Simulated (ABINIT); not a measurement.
Wanted: the native input for an ABINIT 10.8.3 (patched build) run.

```yaml
Task: single point
Functional: PBEsol
Potentials_or_basis: JTH PAW PBE v2.0
Cutoff: 408 eV
k_mesh: 4 × 4 × 2
Occupations: fermi-dirac, width 0.05 eV
Spin: no spin polarisation
Fine-grid_cutoff: 816.342 eV
Exchange_and_correlation_inside_the_PAW_spheres: full angular mesh (pawxcdev 0, this build's default; the released program takes 1)
```

The system is Mg.

```
CELL_PARAMETERS angstrom
3.20930 0.00000 0.00000
-1.60465 2.77934 0.00000
0.00000 0.00000 5.21030
ATOMIC_POSITIONS crystal
Mg 0.66667 0.33333 0.75000
Mg 0.33333 0.66667 0.25000
```

One way to write it, as run:

run.abi

```
pp_dirpath "./"
pseudos "Mg.GGA_PBE-JTH.xml"

acell 3*1.0
rprim
     6.0646980518     0.0000000000     0.0000000000
    -3.0323490259     5.2521825792     0.0000000000
     0.0000000000     0.0000000000     9.8460400271
ntypat 1
znucl 12
natom 2
typat 1 1
xred
     0.6666666667     0.3333333333     0.7500000000
     0.3333333333     0.6666666667     0.2500000000

ecut 15.0
pawecutdg 30.0

kptopt 1
ngkpt 4 4 2
nshiftk 1
shiftk 0.0 0.0 0.0

ixc -116133

nband 14
occopt 3
tsmear 0.05 eV

nstep 100
tolvrs 1.0e-9

iomode 3
prtwf 0
prtden 0
prteig 0
prtebands 0
enunit 2
prtvol 2
```

Potentials or basis: JTH PAW PBE v2.0.

Command:

```bash
$ abinit run.abi > log 2>&1
```

Results of the run:

```
Band gap on the k mesh                                : none (metal or under the smearing width)
Valence electrons inside the program's atomic spheres : Mg 8.21 (radii [1.0063] Å)
```

Caveat: the k mesh is coarse (spacing up to 0.60 Å⁻¹), so the values aren't converged.

It took 7 s on 1 thread of Arm Neoverse V1, with other jobs on the host, peak memory 0.08 GiB.
